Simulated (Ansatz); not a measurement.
# linear Te chain: one chain at several levels of theory, part 2 of 3

How many channels does the linear Te chain carry, and how sure is the answer?

Ansatz 0.2.0; DFT PBE, plane waves, PAW; relaxation of a chain's period (the session's first sound run).

So far. Step 2 (Relaxing the period, level PBE, cutoff 420 eV): The cell's length comes to 2.753 Å with no moment.

**3. The wire at its relaxed period, level PBE, cutoff 420 eV**

This step: DFT PBE, plane waves, PAW; channels and complex bands of a perfect chain (Ansatz 0.2.0).

At the relaxed period the Bloch states of the perfect chain are found at each energy: those that move forward count the open channels, and those that decay describe how a disturbance dies away inside the wire itself. An energy step of 0.035 eV is under the 0.039 eV that the program asks for its thermal average at 300 K.

Input file input.yaml:

```yaml
crystal:
  lattice:
    - [7.5, 0.0, 0.0]
    - [0.0, 7.5, 0.0]
    - [0.0, 0.0, 2.7525237818]
  atoms:
    - { symbol: Te, position: [0.5, 0.5, 0.0] }
kpoints:
  mp_grid: { grid: [1, 1, 30] }
  band_path: { path: ["Γ", Z], npoints: 60 }
scf:
  occupations: { method: fermi_dirac, width: 0.05 }
hamiltonian:
  xc: pbe
output:
  transmission:
    e_range: [-2, 2]
    de: 0.035
    kmesh: [1, 1]
    reduced_basis: true
    leads: [[0, 0]]
  dos: { projected: true, e_range: [-6, 4] }
  write_potential: true
  write_density: true
  volumetric_format: npy
  elf: true
```

Run with:

```sh
$ ansatz run input.yaml --threads 4 --pin off --max-ram 8192MiB --backend cpu --events-out ev --progress --plain --runs-dir out
```

Numbers of over 12 decimals in the logs are rounded to 6 here.

The log of the run:

```text
[...]
Crystal: 1 atoms, lattice volume = 154.829 Å³
Basis set: ecut = 420 eV, 3089 PW (Γ)
Bands: 12, of which v1, the nominal top of the filled ones, is band 8 counted from 1 (7 counted from 0)
Symmetry: 16 space group operations
[...]
k-points: 16 of 30
[...]
SCF iter   1: F=—  HF=-6979.311880 eV  |F-HF|=—  |Δ(HF+E_count)|=         —  Δρ=1.61e-3  dr2=1.79e-2  ethr=1.77e-3  ⟨swp⟩=6.6  Hψ=1391  notcnv=0
[...]
SCF iter   6: F=-6979.310277 eV  HF=-6979.310277 eV  |F-HF|=1.72e-8  |Δ(HF+E_count)|=   2.04e-8  Δρ=4.12e-6  dr2=4.50e-8  ethr=6.25e-10  ⟨swp⟩=3.9  Hψ=968  notcnv=0
SCF 1 converged in 6 iterations: F = -6979.310277 eV  dr2 = 4.50e-8
[...]
NSCF: frozen V_eff on 61 k-points
transmission: 4 of 24 steps passed
transmission: 8 of 24 steps passed
[...]
transmission: 24 of 24 steps passed
WARN: The output density's exchange-correlation potential varies sharply where the density is thin. Do not read a vacuum level from v_tot or v_xc, or from such a field of the output density. On a cell that repeats whose density bears no net charge and no dipole along the vacuum's axis use v_es (v_loc + v_h of the components); under efield.dipole_correction with no amplitude use v_es + v_field, which holds any externa [...]
SCF converged after 6 iterations
Free energy (F): -6979.310277 eV
[...]
Internal energy: -6979.301903 eV  (E = F + TS)
E sigma→0 (E₀):  -6979.306090 eV
Entropy (-TS):   -0.008374 eV (-8.374 meV/atom)
Fermi energy:    -2.233113 eV
[...]
--- Band table (eV; the first three rows and the last of 16) ---
  k-point 0: bands = [... 4 lower, -38.7738, -14.3834, -4.6044, -4.6044, 1.3441, 2.8187, 3.9365, 4.6527]
  k-point 1: bands = [... 4 lower, -38.7737, -14.3614, -4.5824, -4.5824, 1.3651, 2.8403, 3.9575, 4.5563]
  k-point 2: bands = [... 4 lower, -38.7735, -14.2954, -4.5167, -4.5167, 1.4276, 2.9050, 3.8120, 4.0207]
  k-point 15: bands = [... 4 lower, -38.7656, -10.3921, -7.4166, -1.4494, -1.4494, 3.9112, 3.9112, 6.1911]
--- Transmission ---
  basis      : 497 plane waves across, 4 finite elements along
  points     : 1, standing for a mesh of 1 x 1
  filling    : by the input's occupations and mesh, since the crystals that have channels conduct as metals do. If one of these is a semiconductor, that mesh has misplaced its level
  energies   : 115 from -2.000000 to 1.990000 eV about the Fermi level, 0.035000 eV apart; the leads are filled to 0.000000 eV, and channels, transmission and decay are at -0.005000 eV
  crystal 0  : Te1, at the sites [0, 0], period 2.7525 Å: whole cells are its period
    offset         : up to 0.0000 Å between an atom of the period and one for which it stands
    filled         : 61.4 meV under the level at which it is neutral
    channels       : 3.000000e0 a spin
    conductance    : 4.1323e14 S/m² at 300 K; may be off by some 0.0 % by where its bands' edges are placed, 0.0 % from the distance to neutral
```

Elapsed: 8.2 s, on 4 threads of Arm Neoverse V2, shared host; peak memory 0.46 GiB.

In the SCF lines HF is the Harris–Foulkes energy and dr2 the Hartree energy of the density residual, in eV; the loop may stop once dr2 is under the threshold and the program's other checks hold. Hψ counts applications of the Hamiltonian.

This step gave:

```
energy at zero smearing                                  : -6979.3061 eV
channels at the energy nearest the Fermi level, one spin : 3
conductance of the lead as this run defines it           : 3.000 G₀
band gap                                                 : 0 eV
```

The open channels of the lead, one spin by energy, zero at the Fermi level:

energy (eV), open channels of the lead, one spin and a bar from the least value:
```
    -2.00       3.00 ##############################
    -1.90       3.00 ##############################
    -1.79       3.00 ##############################
    -1.69       3.00 ##############################
    -1.58       3.00 ##############################
    -1.48       3.00 ##############################
    -1.37       3.00 ##############################
    -1.23       3.00 ##############################
    -1.12       3.00 ##############################
    -1.02       3.00 ##############################
    -0.92       3.00 ##############################
    -0.81       3.00 ##############################
    -0.70       3.00 ##############################
    -0.60       3.00 ##############################
    -0.49       3.00 ##############################
    -0.39       3.00 ##############################
    -0.28       3.00 ##############################
    -0.18       3.00 ##############################
    -0.07       3.00 ##############################
    -0.01       3.00 ##############################
     0.07       3.00 ##############################
     0.17       3.00 ##############################
     0.28       3.00 ##############################
     0.38       3.00 ##############################
     0.48       3.00 ##############################
     0.59       3.00 ##############################
     0.69       3.00 ##############################
     0.80       1.00 
     0.91       1.00 
     1.01       1.00 
     1.11       1.00 
     1.22       1.00 
     1.36       1.00 
     1.47       1.00 
     1.57       1.00 
     1.68       1.00 
     1.78       1.00 
     1.89       1.00 
     1.99       1.00
```

The slowest values at each energy, most degenerate partners merged, listed up to 1.5 1/Å. Table of Im kz of the slowest decaying states by energy, zero at the Fermi level:

| energy (eV) | decay 1 (Å⁻¹) | decay 2 (Å⁻¹) | decay 3 (Å⁻¹) | decay 4 (Å⁻¹) |
| --- | --- | --- | --- | --- |
| -2.0000 | 1.22 | 1.37 | 1.50 | 1.50 |
| -1.7550 | 1.20 | 1.35 | 1.47 | 1.48 |
| -1.5100 | 1.17 | 1.33 | 1.45 | 1.46 |
| -1.2650 | 1.14 | 1.30 | 1.43 | 1.44 |
| -0.9850 | 1.11 | 1.27 | 1.40 | 1.41 |
| -0.7400 | 1.08 | 1.25 | 1.38 | 1.39 |
| -0.4950 | 1.05 | 1.22 | 1.35 | 1.37 |
| -0.2500 | 1.01 | 1.19 | 1.33 | 1.35 |
| -0.0050 | 0.981 | 1.16 | 1.30 | 1.33 |
| 0.2400 | 0.947 | 1.14 | 1.27 | 1.30 |
| 0.4850 | 0.912 | 1.11 | 1.25 | 1.28 |
| 0.7650 | 0.869 | 1.07 | 1.22 | 1.25 |
| 1.0100 | 0.134 | 0.831 | 1.04 | 1.19 |
| 1.2550 | 0.186 | 0.790 | 1.01 | 1.16 |
| 1.5000 | 0.220 | 0.747 | 0.976 | 1.13 |
| 1.7450 | 0.245 | 0.702 | 0.941 | 1.10 |

Electronic bands along the path, in eV, zero at the Fermi level:

```csv
point,band 7,band 8,band 9,band 10,band 11,band 12
Γ,-2.37,-2.37,3.58,5.05,6.17,6.89
halfway,-1.19,-1.19,0.28,4.81,6.26,7.35
Z,-5.18,0.78,0.78,6.14,6.14,8.42
```

The electronic bands as a text plot (rows in eV, shown from -5.2 to 6.3 only):

```
    6.0 |*********             ******          ****          ****
    5.5 |         **  *********           *****
    5.1 |*************               *****
    4.6 |             *        ******
    4.1 |              ********
    3.6 |*****************
    3.2 |                 **
    2.7 |                   *
    2.2 |                    **
    1.7 |                      **
    1.2 |                        **
    0.8 |                          **                     *******
    0.3 |                                          *******
   -0.2 |                            **       *****
   -0.7 |                              *******
   -1.1 |                          ***** **
   -1.6 |                  ********        **
   -2.1 |     *************                  **
   -2.6 |*****                                 **
   -3.0 |                                        **
   -3.5 |                                          **
   -4.0 |                                            ***
   -4.5 |                                               ***
   -4.9 |                                                  ******
         Γ                                                      Z
```

Valence density in the ca plane at fractional y = 0.500, with atoms of Te within 0.2 Å of it. It is the smooth field of the valence electrons, not physical close to the nuclei.

Ten steps, logarithmic in the rise over the least value, from '_' (0 e/Å³) to '@' (17 e/Å³), each cell a mean:
```
____________________________
____________________________
____________________________
____________________________
____________________________
____________________________
____________________________
::..........______..........
----::::::..........::::::--
**++==----::::..::::----==++
@@%%##++----::::::----++##%%
@@@@%%**==--::::::--==**%%@@
@@@@%%**==--::::::--==**%%@@
####**==--::::::::::--==**##
==----::::::......::::::----
::::::..................::::
........______________......
____________________________
____________________________
____________________________
____________________________
____________________________
____________________________
____________________________
```
Columns run along c (2.8 Å), rows up along a (7.5 Å). Atoms in or near the plane, at fractional coordinates: Te at (0.00, 0.50).

Electrostatic potential energy in the ca plane at fractional y = 0.500, with atoms of Te within 0.2 Å of it. With pseudopotentials it is smooth inside the atoms' cores, unlike the true potential.

Ten even steps from '0' (-22 eV) to '9' (29 eV), each cell a mean:
```
44444444444444
44444444444444
44444444444444
44444444444444
44444444444444
44444444444444
44444444444444
33334444444333
01123344433211
21001233321001
99610123210169
99940022200499
99820023200289
54200233320024
00012334332100
22333444443332
44444444444444
44444444444444
44444444444444
44444444444444
44444444444444
44444444444444
44444444444444
44444444444444
```
Columns run along c (2.8 Å; values clipped at the 3rd and 97th percentile), rows up along a (7.5 Å). Atoms in or near the plane, at fractional coordinates: Te at (0.00, 0.50).

ELF in the ca plane at fractional y = 0.500, with atoms of Te within 0.2 Å of it. It is the smooth field of the valence electrons, not physical close to the nuclei.

Values, 24 rows by 14 columns, each cell a mean:
```
0.00 0.00 0.00 0.00 0.00 0.00 0.00 0.00 0.00 0.00 0.00 0.00 0.00 0.00
0.01 0.01 0.01 0.01 0.00 0.00 0.00 0.00 0.00 0.00 0.00 0.01 0.01 0.01
0.06 0.06 0.05 0.03 0.02 0.01 0.01 0.01 0.01 0.01 0.02 0.03 0.05 0.06
0.18 0.17 0.14 0.10 0.07 0.04 0.03 0.03 0.03 0.04 0.07 0.10 0.14 0.17
0.37 0.35 0.30 0.23 0.15 0.09 0.06 0.06 0.06 0.09 0.15 0.23 0.30 0.35
0.60 0.58 0.52 0.43 0.31 0.20 0.13 0.11 0.13 0.20 0.31 0.43 0.52 0.58
0.73 0.72 0.68 0.60 0.47 0.33 0.22 0.19 0.22 0.33 0.47 0.60 0.68 0.72
0.74 0.74 0.73 0.70 0.61 0.47 0.34 0.29 0.34 0.47 0.61 0.70 0.73 0.74
0.58 0.59 0.60 0.61 0.61 0.54 0.43 0.37 0.43 0.54 0.61 0.61 0.60 0.59
0.34 0.37 0.44 0.49 0.51 0.52 0.48 0.44 0.48 0.52 0.51 0.49 0.44 0.37
0.05 0.07 0.17 0.34 0.44 0.46 0.48 0.48 0.48 0.46 0.44 0.34 0.17 0.07
0.22 0.01 0.05 0.23 0.41 0.44 0.46 0.48 0.46 0.44 0.41 0.23 0.05 0.01
0.02 0.03 0.10 0.29 0.43 0.45 0.47 0.48 0.47 0.45 0.43 0.29 0.10 0.03
0.20 0.24 0.34 0.44 0.48 0.49 0.48 0.46 0.48 0.49 0.48 0.44 0.34 0.24
0.52 0.53 0.55 0.56 0.58 0.55 0.46 0.40 0.46 0.55 0.58 0.56 0.55 0.53
0.69 0.69 0.69 0.68 0.63 0.50 0.37 0.32 0.37 0.50 0.63 0.68 0.69 0.69
0.76 0.75 0.72 0.66 0.54 0.39 0.27 0.23 0.27 0.39 0.54 0.66 0.72 0.75
0.65 0.63 0.58 0.49 0.36 0.24 0.16 0.13 0.16 0.24 0.36 0.49 0.58 0.63
0.46 0.44 0.39 0.30 0.21 0.13 0.09 0.08 0.09 0.13 0.21 0.30 0.39 0.44
0.23 0.22 0.18 0.13 0.09 0.06 0.04 0.03 0.04 0.06 0.09 0.13 0.18 0.22
0.09 0.09 0.07 0.05 0.03 0.02 0.02 0.01 0.02 0.02 0.03 0.05 0.07 0.09
0.02 0.02 0.02 0.01 0.01 0.01 0.00 0.00 0.00 0.01 0.01 0.01 0.02 0.02
0.00 0.00 0.00 0.00 0.00 0.00 0.00 0.00 0.00 0.00 0.00 0.00 0.00 0.00
0.00 0.00 0.00 0.00 0.00 0.00 0.00 0.00 0.00 0.00 0.00 0.00 0.00 0.00
```
Columns run along c (2.8 Å), rows up along a (7.5 Å). Atoms in or near the plane, at fractional coordinates: Te at (0.00, 0.50).

By hand: the program gives 4.1323 × 10^14 S/m² over the cell's cross-section of 56.25 Å² = 5.625 × 10^-19 m², so one cell conducts 2.324 × 10^-4 S. Divided by G0 = 2e²/h = 7.748 × 10^-5 S this is 3.00 G0, a resistance of 4.30 kΩ.

At the computed energy nearest the Fermi level there are 3 channels a spin, and the thermal average gives 3.00 G₀.

**4. Relaxing the period**

This step: DFT LDA, plane waves, PAW; relaxation of a chain's period (Ansatz 0.2.0).

The relaxation is repeated under another functional. LDA has no gradient terms and tends to overbind, so it marks the short end of the likely bond lengths.

Input file input.yaml:

```yaml
crystal:
  lattice:
    - [7.5, 0.0, 0.0]
    - [0.0, 7.5, 0.0]
    - [0.0, 0.0, 2.5668]
  atoms:
    - { symbol: Te, position: [0.5, 0.5, 0.0], spin: 0.3 }
magnetization:
  spin_polarized: true
kpoints:
  mp_grid: { grid: [1, 1, 32] }
scf:
  occupations: { method: fermi_dirac, width: 0.05 }
hamiltonian:
  xc: lda
relax:
  cell: { fix: [a, b, alpha, beta, gamma] }
  max_steps: 60
```

The log of the run:

```text
[...]
Crystal: 1 atoms, lattice volume = 144.383 Å³
Basis set: ecut = 420 eV, 2849 PW (Γ)
Bands: 13, of which v1, the nominal top of the filled ones, is band 8 counted from 1 (7 counted from 0)
Symmetry: 16 space group operations
[...]
k-points: 17 of 32
[...]
Starting moments: Σ|m| = 0.3 μB on 1 of 1 site
[...]
0.155821       0.000000       0.000000
        0.000000       0.155821       0.000000
        0.000000       0.000000       0.002935
  P = ⅓ Tr σ = 0.1049 GPa (1.049 kbar)
--- Relaxed structure (4 steps of the walk, 4 accepted, 1 SCFs on fresh bases) ---
[...]
cell:  # Å, volume = 152.3052 Å³
    - [7.5, 0.0, 0.0]
    - [0.0, 7.5, 0.0]
    - [0.0, 0.0, 2.707649]
  atoms:
    - { symbol: Te, position: [0.5, 0.5, 0.0] }
[key lines of the parts left out:]
SCF converged after 6 iterations
Magnetization: -0.0000 μB (8.0000 up, 8.0000 down)
Free energy (F): -6826.242338 eV
Fermi energy:    -2.294565 eV
```

The job ended after 5.2 s (4 threads; peak memory 0.39 GiB; 19 s of CPU time).

Relaxation path:

| step | energy less that of the first step (eV) | largest force component (eV/Å) | pressure (GPa) | volume (Å³) |
| --- | --- | --- | --- | --- |
| 1 | 0.0000 | 0.0000 | 1.96 | 144.38 |
| 2 | -0.1231 | 0.0000 | 0.26 | 151.42 |
| 3 | -0.1242 | 0.0000 | 0.14 | 152.08 |
| 4 | -0.1243 | 0.0000 | 0.11 | 152.31 |
| 5* | -0.1247 | 0.0000 | 0.10 | 152.31 |

Relaxation steps marked * repeat the geometry before them on a plane-wave basis chosen anew for their cell, so energy and pressure can jump there.

```csv
cell as run,before,after,change
c (Å),2.567,2.708,+5.5 %
```

Final coordinates:

```xyz
1
Lattice="7.5000 0.0000 0.0000 0.0000 7.5000 0.0000 0.0000 0.0000 2.7076" Properties=species:S:1:pos:R:3
Te    3.7500    3.7500    0.0000
```

The cell's length comes to 2.708 Å, -1.6 % against the first run, with no moment.

The cell grew by 5.5 % in its periodic edges.

**5. The wire at its relaxed period, level LDA, cutoff 420 eV**

This step: DFT LDA, plane waves, PAW; channels and complex bands of a perfect chain (Ansatz 0.2.0).

The channels are counted again under LDA, at the period that it gave.

Input file input.yaml:

```yaml
crystal:
  lattice:
    - [7.5, 0.0, 0.0]
    - [0.0, 7.5, 0.0]
    - [0.0, 0.0, 2.7076485107]
  atoms:
    - { symbol: Te, position: [0.5, 0.5, 0.0] }
kpoints:
  mp_grid: { grid: [1, 1, 30] }
  band_path: { path: ["Γ", Z], npoints: 60 }
scf:
  occupations: { method: fermi_dirac, width: 0.05 }
hamiltonian:
  xc: lda
output:
  transmission:
    e_range: [-2, 2]
    de: 0.035
    kmesh: [1, 1]
    reduced_basis: true
    leads: [[0, 0]]
  dos: { projected: true, e_range: [-6, 4] }
```

The log of the run:

```text
[...]
Crystal: 1 atoms, lattice volume = 152.305 Å³
Basis set: ecut = 420 eV, 3033 PW (Γ)
Bands: 12, of which v1, the nominal top of the filled ones, is band 8 counted from 1 (7 counted from 0)
Symmetry: 16 space group operations
[...]
k-points: 16 of 30
[...]
k-point 15: bands = [... 4 lower, -38.8112, -10.5186, -7.7592, -1.5010, -1.5010, 3.7869, 3.7869, 6.2343]
--- Transmission ---
  basis      : 497 plane waves across, 4 finite elements along
  points     : 1, standing for a mesh of 1 x 1
[...]
crystal 0  : Te1, at the sites [0, 0], period 2.7076 Å: whole cells are its period
[...]
filled         : 76.3 meV under the level at which it is neutral
    channels       : 3.000000e0 a spin
[...]
[key lines of the parts left out:]
SCF converged after 6 iterations
Free energy (F): -6826.240779 eV
Fermi energy:    -2.347377 eV
```

Elapsed: 8.1 s, on 4 threads; peak memory 0.45 GiB.

At the computed energy nearest the Fermi level there are 3 channels a spin, and the thermal average gives 3.00 G₀.

**6. Relaxation of atoms and period, cutoff 500 eV**

This step: DFT r2SCAN, plane waves, PAW; relaxation of a chain's period (Ansatz 0.2.0).

The relaxation is repeated under another functional. r2SCAN also reads the kinetic-energy density; it often gives larger moments and wider gaps than PBE, at a higher cost. Against the first PBE run of this kind, the cutoff is 500 eV against 420.

Input file input.yaml:

```yaml
crystal:
  lattice:
    - [7.5, 0.0, 0.0]
    - [0.0, 7.5, 0.0]
    - [0.0, 0.0, 2.5668]
  atoms:
    - { symbol: Te, position: [0.5, 0.5, 0.0], spin: 0.3 }
magnetization:
  spin_polarized: true
kpoints:
  mp_grid: { grid: [1, 1, 32] }
scf:
  occupations: { method: fermi_dirac, width: 0.05 }
hamiltonian:
  xc: r2scan
relax:
  cell: { fix: [a, b, alpha, beta, gamma] }
  max_steps: 60
```

The log of the run:

```text
[...]
Crystal: 1 atoms, lattice volume = 144.383 Å³
Basis set: ecut = 500 eV, 3697 PW (Γ), exchange–correlation on 240×240×80 points (64 copies of the dense FFT grid, shifted against one another)
Bands: 13, of which v1, the nominal top of the filled ones, is band 8 counted from 1 (7 counted from 0)
Symmetry: 16 space group operations
[...]
0.140358       0.000000       0.000000
        0.000000       0.140358       0.000000
        0.000000       0.000000      -0.005645
  P = ⅓ Tr σ = 0.0917 GPa (0.917 kbar)
--- Relaxed structure (4 steps of the walk, 4 accepted, 1 SCFs on fresh bases) ---
[...]
cell:  # Å, volume = 154.0696 Å³
    - [7.5, 0.0, 0.0]
    - [0.0, 7.5, 0.0]
    - [0.0, 0.0, 2.739015]
  atoms:
    - { symbol: Te, position: [0.500000, 0.500000, 0.0] }
[key lines of the parts left out:]
SCF converged after 9 iterations
Magnetization: -0.0000 μB (8.0000 up, 8.0000 down)
Free energy (F): -6994.068923 eV
Fermi energy:    -2.342224 eV
```

Wall time 20 s (4 threads); peak memory 0.73 GiB; 76 s of CPU time.

Step by step:

| step | energy less that of the first step (eV) | largest force component (eV/Å) | pressure (GPa) | volume (Å³) |
| --- | --- | --- | --- | --- |
| 1 | 0.0000 | 0.0000 | 2.32 | 144.38 |
| 2 | -0.1712 | 0.0000 | 0.57 | 151.42 |
| 3 | -0.1817 | 0.0000 | 0.21 | 153.34 |
| 4 | -0.1825 | 0.0000 | 0.09 | 154.07 |
| 5* | -0.1829 | 0.0000 | 0.09 | 154.07 |

Relaxation steps marked * repeat the geometry before them on a plane-wave basis chosen anew for their cell, so energy and pressure can jump there.

```csv
cell as run,before,after,change
c (Å),2.567,2.739,+6.7 %
```

Final coordinates:

```cif
data_structure
_symmetry_space_group_name_H-M 'P 1'
_symmetry_Int_Tables_number 1
_cell_length_a 7.5000
_cell_length_b 7.5000
_cell_length_c 2.7390
_cell_angle_alpha 90.000
_cell_angle_beta 90.000
_cell_angle_gamma 90.000
_cell_volume 154.07
loop_
_atom_site_label
_atom_site_type_symbol
_atom_site_fract_x
_atom_site_fract_y
_atom_site_fract_z
_atom_site_occupancy
Te1 Te 0.50000 0.50000 0.00000 1
```

The cell's length comes to 2.739 Å, -0.5 % against the first run, with no moment.

The cell grew by 6.7 % in its periodic edges.

[end of part 2 of 3]

[Logs are printed without paths, hosts, clocks, repeated set-up lines and the standing remarks that a program may print on its own settings, such as how far it seeks lower states.]

[Hosts, paths, dates, database ids (printed as entryN), source tags and the programs' standing remarks are cut or masked in the printed files.]
